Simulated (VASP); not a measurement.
# Ba (Fm-3m) in VASP: further runs

The runs below take Ba through single point, relaxation of cell and atoms, with PBE, LDA.

Program: VASP 6.6.1. These are calculated values, not measurements. Logs are shortened: lines on timing, memory, paths and dates and some standing lists are left out, and cuts for length are marked.

## (1) The structure

It takes space group Fm-3m (No. 225, cubic). The conventional cell has a = 6.345 Å, b = 6.345 Å, c = 6.345 Å, α = 90.00°, β = 90.00°, γ = 90.00°. Ba (site symmetry m-3m) is surrounded by 12 Ba at 4.49 Å.

This isn't the form of Ba at room conditions, which is bcc.

## (2) Single point, PBE

INCAR reads:

```
SYSTEM = Ba
PREC = Accurate
ENCUT = 520
EDIFF = 1E-6
ISMEAR = 0
SIGMA = 0.1
LREAL = .False.
LASPH = .True.
NELM = 100
ALGO = Fast
ISIF = 2
LWAVE = .False.
LCHARG = .False.
GGA = PE
NBANDS = 11
```

KPOINTS reads:

```
Automatic mesh
0
Gamma
  12 12 12
  0 0 0
```

POSCAR reads:

```
Ba
1.0
    0.0000000000      3.1723322789      3.1723322789
    3.1723322789      0.0000000000      3.1723322789
    3.1723322789      3.1723322789      0.0000000000
Ba
1
Direct
    0.0000000000      0.0000000000      0.0000000000
```

Potentials or basis: VASP PAW PBE potentials, release 64 (Ba_sv).

On the command line:

```sh
> cat potpaw_PBE.64/Ba_sv/POTCAR > POTCAR
> mpirun -np 1 vasp_std > vasp.out
```

OUTCAR:

```text
SYSTEM = Ba
   PREC = Accurate
   ENCUT = 520
   EDIFF = 1E-6
   ISMEAR = 0
   LREAL = .False.
   LASPH = .True.
   NELM = 100
   ISIF = 2
   GGA = PE

 ion  position               nearest neighbor table
   1  0.000  0.000  0.000-

  LATTYP: Found a face centered cubic cell.
 ALAT       =     6.3446645578

  Lattice vectors:

 A1 = (   0.0000000000,   3.1723322789,   3.1723322789)
 A2 = (   3.1723322789,   0.0000000000,   3.1723322789)
 A3 = (   3.1723322789,   3.1723322789,   0.0000000000)

Analysis of symmetry for initial positions (statically):
=====================================================================
 Subroutine PRICEL returns:
 Original cell was already a primitive cell.

 Routine SETGRP: Setting up the symmetry group for a
 face centered cubic supercell.

 Subroutine GETGRP returns: Found 48 space group operations
 (whereof 48 operations were pure point group operations)
 out of a pool of 48 trial point group operations.

The static configuration has the point symmetry O_h .

Analysis of symmetry for dynamics (positions and initial velocities):
=====================================================================
 Subroutine PRICEL returns:
 Original cell was already a primitive cell.

 Routine SETGRP: Setting up the symmetry group for a
 face centered cubic supercell.

 Subroutine GETGRP returns: Found 48 space group operations
 (whereof 48 operations were pure point group operations)
 out of a pool of 48 trial point group operations.

The dynamic configuration has the point symmetry O_h .

 Subroutine INISYM returns: Found 48 space group operations
 (whereof 48 operations are pure point group operations),
 and found     1 'primitive' translations

----------------------------------------------------------------------------------------

                                     Primitive cell

  volume of cell :      63.8508

  direct lattice vectors                    reciprocal lattice vectors
     0.000000000  3.172332279  3.172332279    -0.157612745  0.157612745  0.157612745
     3.172332279  0.000000000  3.172332279     0.157612745 -0.157612745  0.157612745
     3.172332279  3.172332279  0.000000000     0.157612745  0.157612745 -0.157612745

  length of vectors
     4.486355333  4.486355333  4.486355333     0.272993283  0.272993283  0.272993283

  position of ions in fractional coordinates (direct lattice)
     0.000000000  0.000000000  0.000000000

  ion indices of the primitive-cell ions
   primitive index   ion index
                 1           1

----------------------------------------------------------------------------------------

 KPOINTS: Automatic mesh

Automatic generation of k-mesh.
 Grid dimensions read from file:
 generate k-points for:   12   12   12

 Generating k-lattice:

  Cartesian coordinates                     Fractional coordinates (reciprocal lattice)
    -0.013134395  0.013134395  0.013134395     0.083333333  0.000000000  0.000000000
     0.013134395 -0.013134395  0.013134395     0.000000000  0.083333333  0.000000000
     0.013134395  0.013134395 -0.013134395     0.000000000  0.000000000  0.083333333

  Length of vectors
     0.022749440  0.022749440  0.022749440

  Shift w.r.t. Gamma in fractional coordinates (k-lattice)
     0.000000000  0.000000000  0.000000000

 Subroutine IBZKPT returns following result:
 ===========================================

 Found     72 irreducible k-points:

 Following reciprocal coordinates:
            Coordinates               Weight
  0.000000  0.000000  0.000000      1.000000
  0.083333  0.000000  0.000000      8.000000
  0.166667  0.000000  0.000000      8.000000
  0.250000  0.000000  0.000000      8.000000
  0.333333  0.000000  0.000000      8.000000
  0.416667  0.000000  0.000000      8.000000
[... 16 lines left out ...]
  0.500000  0.166667  0.000000     24.000000
 -0.416667  0.166667  0.000000     24.000000
 [... further k-points ...]
   k-points           NKPTS =     72   k-points in BZ     NKDIM =     72   number of bands    NBANDS=     11
   number of dos      NEDOS =    301   number of ions     NIONS =      1
   total plane-waves  NPLWV =  46656
   dimension x,y,z NGX =    36 NGY =   36 NGZ =   36
   dimension x,y,z NGXF=    72 NGYF=   72 NGZF=   72
   ions per type =               1
   NGX,Y,Z   is equivalent  to a cutoff of  13.34, 13.34, 13.34 a.u.
   NGXF,Y,Z  is equivalent  to a cutoff of  26.68, 26.68, 26.68 a.u.
 SYSTEM =  Ba
   PREC   = accura    normal or accurate (medium, high low for compatibility)
   ISTART =      0    job   : 0-new  1-cont  2-samecut
   ICHARG =      2    charge: 1-file 2-atom 10-const
   ISPIN  =      1    spin polarized calculation?
   LNONCOLLINEAR =      F non collinear calculations
   LSORBIT =      F    spin-orbit coupling
   LASPH  =      T    aspherical Exc in radial PAW
   ENCUT  =  520.0 eV  38.22 Ry    6.18 a.u.   8.34  8.34  8.34*2*pi/ulx,y,z
   NELM   =    100;   NELMIN=  2; NELMDL= -5     # of ELM steps
   EDIFF  = 0.1E-05   stopping-criterion for ELM
   LREAL  =      F    real-space projection
   EDIFFG = 0.1E-04   stopping-criterion for IOM
   NSW    =      0    number of steps for IOM
   IBRION =     -1    ionic relax: 0-MD 1-quasi-New 2-CG
   NFREE  =      0    steps in history (QN), initial steepest desc. (CG)
   ISIF   =      2    stress and relaxation
   ISYM   =      2    0-nonsym 1-usesym 2-fastsym
   POTIM  = 0.5000    time-step for ionic-motion
   TEBEG  =    0.0;   TEEND  =   0.0 temperature during run
   PSTRESS=    0.0 pullay stress
   NELECT =      10.0000    total number of electrons
   NUPDOWN=      -1.0000    fix difference up-down
   EMIN   =  10.00;   EMAX   =-10.00  energy-range for DOS
   EFERMI =   0.00;   METHOD = LEGACY
   ISMEAR =     0;   SIGMA  =   0.10  broadening in eV -4-tet -1-fermi 0-gaus
   EFERMI_NEDOS =   21; number of points for ismear=-14 and -15
   IALGO  =     68    algorithm
   IMIX   =      4    mixing-type and parameters
     AMIX     =   0.40;   BMIX     =  1.00
     AMIX_MAG =   1.60;   BMIX_MAG =  1.00
  volume/ion in A,a.u.               =      63.85       430.89
  Fermi-wavevector in a.u.,A,eV,Ry     =   0.882442  1.667574 10.594909  0.778704
  Thomas-Fermi vector in A             =   2.003074
   LORBIT       =      0    0 simple, 1 ext, 2 COOP (PROOUT), +10 PAW based schemes
   GGA     = PE    functional components
   LHFCALC =     F    Hartree Fock is set to
   AEXX    =    0.0000 exact exchange contribution
   IVDW    =     0    specifies the selected vdW correction
   LEPSILON=     F    determine dielectric tensor
   LRPA    =     F    only Hartree local field effects (RPA)
 non-spin polarized calculation
 RMM-DIIS sequential band-by-band and
 Gauss-broadening in eV      SIGMA  =   0.10
  energy-cutoff  :      520.00
  volume of cell :       63.85
 maximum number of plane-waves:      1759
 NGX is ok and might be reduce to    36
   NGX = 17   NGY = 17   NGZ = 17

 number of electron      10.0000000 magnetization

 Free energy of the ion-electron system (eV)
  ---------------------------------------------------
  ext. energy  EPLUGINS =         0.00000000
  ---------------------------------------------------
  free energy    TOTEN  =        -1.89524916 eV

  energy without entropy =       -1.88764563  energy(sigma->0) =       -1.89144740

 E-fermi :   1.6621     XC(G=0):  -7.3653

 val. band max:        1.6610126350   @ k =  -0.4167   0.4167   0.0000
 cond. band min:       1.6650211145   @ k =  -0.3333   0.3333   0.0000
 fundamental gap:      0.0040084795
 Fermi energy:         1.6620786292

 k-point     1 :       0.0000    0.0000    0.0000
  band No.  band energies     occupation
      1     -27.2854      2.00000
      2     -12.2471      2.00000
      3     -12.2471      2.00000
      4     -12.2471      2.00000
      5      -1.1443      2.00000
      6       3.3958      0.00000
      7       3.3958      0.00000
      8       3.3958      0.00000
      9       4.9360      0.00000
     10       4.9360      0.00000
     11       7.6046      0.00000

 k-point     2 :       0.0833    0.0000    0.0000
  band No.  band energies     occupation
      1     -27.2829      2.00000
      2     -12.2786      2.00000
      3     -12.2511      2.00000
      4     -12.2511      2.00000
      5      -1.0230      2.00000
      6       3.2454      0.00000
      7       3.4543      0.00000
      8       3.4543      0.00000
      9       4.8560      0.00000
     10       4.8560      0.00000
     11       7.9000      0.00000

 k-point     3 :       0.1667    0.0000    0.0000
  band No.  band energies     occupation
      1     -27.2760      2.00000
      2     -12.3630      2.00000
      3     -12.2618      2.00000
      4     -12.2618      2.00000
      5      -0.6829      2.00000
      6       2.9195      0.00000
      7       3.5692      0.00000
      8       3.5692      0.00000
      9       4.7444      0.00000
     10       4.7444      0.00000
     11       8.2471      0.00000

 k-point     4 :       0.2500    0.0000    0.0000
  band No.  band energies     occupation
      1     -27.2666      2.00000
      2     -12.4748      2.00000
      3     -12.2764      2.00000
      4     -12.2764      2.00000
      5      -0.1996      2.00000
      6       2.6185      0.00000
      7       3.5679      0.00000
      8       3.5679      0.00000
      9       4.8820      0.00000
     10       4.8820      0.00000
     11       7.7464      0.00000
[... 239 lines left out ...]
 k-point    22 :       0.4167    0.1667    0.0000
  band No.  band energies     occupation
      1     -27.2494      2.00000
      2     -12.5977      2.00000
      3     -12.3486      2.00000
      4     -12.3306      2.00000
      5       0.7683      2.00000
      6       2.1893      0.00000
      7       2.9011      0.00000
      8       3.8046      0.00000
      9       5.3754      0.00000
     10       6.0473      0.00000
     11       7.8600      0.00000

 k-point    23 :       0.5000    0.1667    0.0000
  band No.  band energies     occupation
      1     -27.2445      2.00000
      2     -12.6431      2.00000
      3     -12.3721      2.00000
      4     -12.3306      2.00000
      5       1.0453      2.00000
      6       2.1913      0.00000
      7       2.9047      0.00000
      8       3.6776      0.00000
      9       6.0112      0.00000
     10       6.1598      0.00000
     11       7.2674      0.00000

 k-point    24 :      -0.4167    0.1667    0.0000
  band No.  band energies     occupation
      1     -27.2439      2.00000
      2     -12.6468      2.00000
      3     -12.3867      2.00000
      4     -12.3215      2.00000
      5       1.1036      2.00000
      6       2.2401      0.00000
      7       2.8997      0.00000
      8       3.6216      0.00000
      9       5.7571      0.00000
     10       6.3602      0.00000
     11       7.2899      0.00000

 [... further k-points ...]

------------------------ aborting loop because EDIFF is reached ----------------------------------------

  FORCE on cell =-STRESS in cart. coord.  units (eV):
  Direction    XX          YY          ZZ          XY          YZ          ZX
  --------------------------------------------------------------------------------------
  -------------------------------------------------------------------------------------
  Total        0.0276649      0.0276649      0.0276649      0.0000000      0.0000000      0.0000000
  in kB        0.6941826      0.6941826      0.6941826      0.0000000      0.0000000      0.0000000
  external PRESSURE =       0.6941826 kB  Pullay stress =       0.0000000 kB

 VOLUME and BASIS-vectors are now :
 -----------------------------------------------------------------------------
  energy-cutoff  :      520.00
  volume of cell :       63.85
      direct lattice vectors                 reciprocal lattice vectors
     0.000000000  3.172332279  3.172332279    -0.157612745  0.157612745  0.157612745
     3.172332279  0.000000000  3.172332279     0.157612745 -0.157612745  0.157612745
     3.172332279  3.172332279  0.000000000     0.157612745  0.157612745 -0.157612745

 POSITION                                       TOTAL-FORCE (eV/Angst)
 -----------------------------------------------------------------------------------
      0.00000      0.00000      0.00000        -0.000000     -0.000000     -0.000000
 -----------------------------------------------------------------------------------
    total drift:                               -0.000000      0.000000      0.000000

  FREE ENERGIE OF THE ION-ELECTRON SYSTEM (eV)
  ---------------------------------------------------
  free  energy   TOTEN  =        -1.8952491559 eV

  energy  without entropy=       -1.8876456348  energy(sigma->0) =       -1.89144740
```

Run time: 37 s. Hardware: 1 thread of Intel Xeon Platinum 8488C (Sapphire Rapids), shared host; peak memory 0.23 GiB.

What came out:

```yaml
Free_energy: -1.8952 eV
Pressure: 0.1 GPa
Band_gap_on_the_k_mesh: none (metal or under the smearing width)
```

Levels at points of the mesh, in eV from the Fermi level:
```tsv
k point	band 3	band 4	band 5	band 6	band 7	band 8
(0.00, 0.00, 0.00)	-13.91	-13.91	-2.81	1.73	1.73	1.73
(0.50, 0.00, 0.00)	-13.97	-13.97	-0.98	0.99	1.59	1.59
(0.50, 0.50, 0.00)	-14.07	-14.07	-0.83	-0.19	1.99	4.46
```

(Continued in part 2 of 3.)
